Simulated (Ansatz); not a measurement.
**Cold compression of Rh (beta tin type)**

```yaml
crystal:
  lattice:
    - [-2.39442, 2.39442, 1.36204]
    - [2.39442, -2.39442, 1.36204]
    - [2.39442, 2.39442, -1.36204]
  atoms:
    - { symbol: Rh, position: [0.62500, 0.87500, 0.75000] }
    - { symbol: Rh, position: [0.37500, 0.12500, 0.25000] }
```

The cell comes from a relaxation on PAW files under the same functional, begun from a prototype that needn't be the stable phase.

Its volume is scaled, and at each volume shape and atoms are relaxed on PAW files; all methods then take that cell.

Level of theory: DFT with PBE, scalar-relativistic, in Ansatz 0.2.0; a Γ-centred 18×18×18 k mesh, Fermi–Dirac smearing of 0.08 eV, no spin polarisation. LAPW: all electrons, basis error target 1 meV/atom; PAW: frozen-core files, cutoff 420 eV; crystal datasets: all electrons, by PAW datasets that the program makes for each cell; norm-conserving: pseudopotentials, cutoff 1197 eV; PAW (cutoff 300 eV): frozen-core files, cutoff 300 eV.

Energies are extrapolated to zero smearing and count from the unscaled cell; pressure is positive in compression; gaps take the mesh and a band path. No temperature or zero-point motion is included.

The structure type is held throughout; the real material can change phase at far lower pressure.

```tsv
V/V0	V (Å³/atom)	P LAPW (GPa)	ΔE LAPW (eV/atom)	P PAW − LAPW (GPa)	ΔE PAW − LAPW (meV/atom)	space group	shortest distance (Å)
1.00	15.62	-0.04	0.000	0.04	0.0	I4_1/amd	2.489
0.95	14.84	11.74	0.026	0.04	0.2	I4_1/amd	2.451
0.85	13.28	49.5	0.304	0.03	0.6	I4_1/amd	2.367
0.75	11.71	119.3	1.089	-0.01	0.7	I4_1/amd	2.274
0.65	10.15	252.0	2.827	-0.10	0.2	I4_1/amd	2.172
0.55	8.59	516.2	6.417	-0.75	-2.9	I4_1/amd	?
0.45	7.03	1084	13.843	-5.15	-24.9	I4_1/amd	1.927
0.40	6.25	1613	20.315	-14.22	-68.2	I4_1/amd	1.854
```

(1) Give the missing entry: row "0.55", column "shortest distance (Å)".

(2) Fit the Vinet equation to the LAPW pressures over the whole range, with residuals weighted by 1/(|P| + 0.03·Pmax).

(3) From the table, what is the rise of the enthalpy H = E + pV up to the last row, and how stiff is the crystal between the last two rows?

(4) At the smallest volume, how far do crystal datasets and norm-conserving and PAW (cutoff 300 eV) lie from LAPW in pressure?

(5) How do the Löwdin populations by LAPW change from the unscaled cell to the last row?

## Answers

(1) 2.057.

(2) V0 = 15.63 Å³/atom, B0 = 196 GPa and B0′ = 5.37, and the fit misses no point by more than 8 GPa. A fit over so wide a range pins B0 less well than one near rest.

(3) ΔH = 20.315 eV + (1613 GPa × 6.25 Å³ + 0.04 GPa × 15.62 Å³) × 0.006242 eV/(GPa·Å³) = 83.21 eV/atom, of which pV makes 76 %. The mean bulk modulus there is −ΔP/Δln V = 4490 GPa.

(4) crystal datasets: 0.00 GPa; norm-conserving: +10.23 GPa; PAW (cutoff 300 eV): -6.41 GPa, on a LAPW pressure of 1613 GPa.

(5) Rh 4s 1.97 → 1.88, Rh 5s 0.80 → 0.60, Rh 4p 5.99 → 5.96, Rh 4d 8.16 → 8.45 electrons an atom. These are projections on the shells that the free atoms fill; 0.15 e a cell lies outside them at the start and 0.24 e at the end.
